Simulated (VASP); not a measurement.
Input of a VASP 6.6.1 run:

File INCAR:

```
PREC = Accurate ; ENCUT = 600
EDIFF = 1E-6 ; ISMEAR = 0
SIGMA = 0.1 ; LREAL = F
LASPH = T ; NELM = 60
ALGO = Normal ; ISIF = 3
LWAVE = F ; LCHARG = F
IBRION = 2 ; NSW = 100
EDIFFG = -0.005
```

KPOINTS

```
regular mesh
0
Gamma
  18 18 18
```

The input POSCAR:

```
TiH
1.0
    0.0000000000      2.0896972200      2.0896972200
    2.0896972200      0.0000000000      2.0896972200
    2.0896972200      2.0896972200      0.0000000000
Ti H
1 1
Direct
    0.0000000000      0.0000000000      0.0000000000
    0.5000000000      0.5000000000      0.5000000000
```

Potentials or basis: VASP PAW LDA potentials, release 64 (Ti_sv, H).

Launch:

```sh
$ cat potpaw_LDA.64/Ti_sv/POTCAR potpaw_LDA.64/H/POTCAR > POTCAR
$ mpirun -np 1 vasp_std > vasp.out
```

(1) Estimate the relaxed volume.

(2) Predict the space group after relaxing (to 0.05 Å).

(3) Predict the band gap on the k mesh.

(4) Predict the relaxed cell.

Answers

(1) 8.64 Å³/atom.

(2) Fm-3m (No. 225).

(3) none (metal or under the smearing width).

(4) a = 2.902 Å, b = 2.902 Å, c = 2.902 Å, α = 60.00°, β = 60.00°, γ = 60.00°.
